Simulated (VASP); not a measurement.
A run of VASP 6.6.1 is set up as follows.

Contents of INCAR:

```
PREC = Accurate ; ENCUT = 600
EDIFF = 1E-6 ; ISMEAR = 0
SIGMA = 0.03 ; LREAL = False
LASPH = True ; NELM = 80
ALGO = Normal ; ISIF = 3
LWAVE = False ; LCHARG = False
GGA = PS ; IBRION = 2
NSW = 90 ; EDIFFG = -0.01
```

Contents of KPOINTS:

```
Automatic mesh
0
Gamma
  9 9 5
```

File POSCAR:

```
ZnS
1.0
    3.8206924600      0.0000000000      0.0000000000
   -1.9103462300      3.3088167300      0.0000000000
    0.0000000000      0.0000000000      6.2024108700
Zn S
2 2
Direct
    0.3333333300      0.6666666700      0.0000000000
    0.6666666700      0.3333333300      0.5000000000
    0.3333333300      0.6666666700      0.3750000000
    0.6666666700      0.3333333300      0.8750000000
```

Potentials or basis: VASP PAW PBE potentials, release 64 (Zn, S).

The run is started by

```console
$ cat potpaw_PBE.64/Zn/POTCAR potpaw_PBE.64/S/POTCAR > POTCAR
$ mpirun -np 1 vasp_std > vasp.out
```

Problem. Predict the relaxed cell.

Solution. a = 3.785 Å, b = 3.785 Å, c = 6.211 Å, α = 90.00°, β = 90.00°, γ = 120.00°.

Problem. What does it give for the space group after relaxing (to 0.05 Å)?

Solution. P6_3mc (No. 186).

Final structure:
```cif
data_structure
_symmetry_space_group_name_H-M 'P 1'
_symmetry_Int_Tables_number 1
_cell_length_a 3.7853
_cell_length_b 3.7853
_cell_length_c 6.2110
_cell_angle_alpha 90.000
_cell_angle_beta 90.000
_cell_angle_gamma 120.000
_cell_volume 77.07
loop_
_atom_site_label
_atom_site_type_symbol
_atom_site_fract_x
_atom_site_fract_y
_atom_site_fract_z
_atom_site_occupancy
Zn1 Zn 0.33333 0.66667 0.00045 1
Zn2 Zn 0.66667 0.33333 0.50045 1
S1 S 0.33333 0.66667 0.37455 1
S2 S 0.66667 0.33333 0.87455 1
```
